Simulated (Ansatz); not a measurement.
The system is GaCo.

```
Ga Co
1.0
     2.87800    0.00000    0.00000
     0.00000    2.87800    0.00000
     0.00000    0.00000    2.87800
Ga Co
1 1
Direct
  0.50000 0.50000 0.50000
  0.00000 0.00000 0.00000
```

```yaml
Program: Ansatz 0.2.0
Task: relaxation of cell and atoms
Functional: r2SCAN
Potentials_or_basis: Ansatz PAW
Cutoff: "500 eV (not typed: the program's choice for these potentials)"
k_mesh: 9 × 9 × 9
Occupations: fermi-dirac, width 0.05 eV
Spin: collinear spin, ferromagnetic start
Starting_moments: "[0.0, 2.0] μB"
```

At the start: volume 11.92 Å³/atom.

Question: How do energy, volume and symmetry change on relaxing?

Answer: It ends after 5 steps and the volume is 11.58 Å³/atom (-2.8 %); space group Pm-3m (No. 221, to 0.05 Å); moment 0.38 μB per cell.

Step by step:
```
step  energy change (eV)  largest force (eV/Å)  volume (Å³)
   1              0.0000                0.0000        23.84
   2             -0.0098                0.0000        23.41
   3             -0.0115                0.0000        23.14
   4             -0.0115                0.0000        23.17
   5             -0.0110                0.0000        23.17
```

Final structure:
```
CELL_PARAMETERS angstrom
2.85067 0.00000 0.00000
0.00000 2.85067 0.00000
0.00000 0.00000 2.85067
ATOMIC_POSITIONS crystal
Ga 0.50000 0.50000 0.50000
Co 0.00000 0.00000 0.00000
```

Caveat: the magnetic or orbital state may not be the lowest; the plane-wave basis is chosen anew once the cell has moved, so the energies of steps on either side of that aren't comparable; the PAW data sets come from PBE, with cores solved anew for the run's functional, which leaves a small shift of forces and pressure.
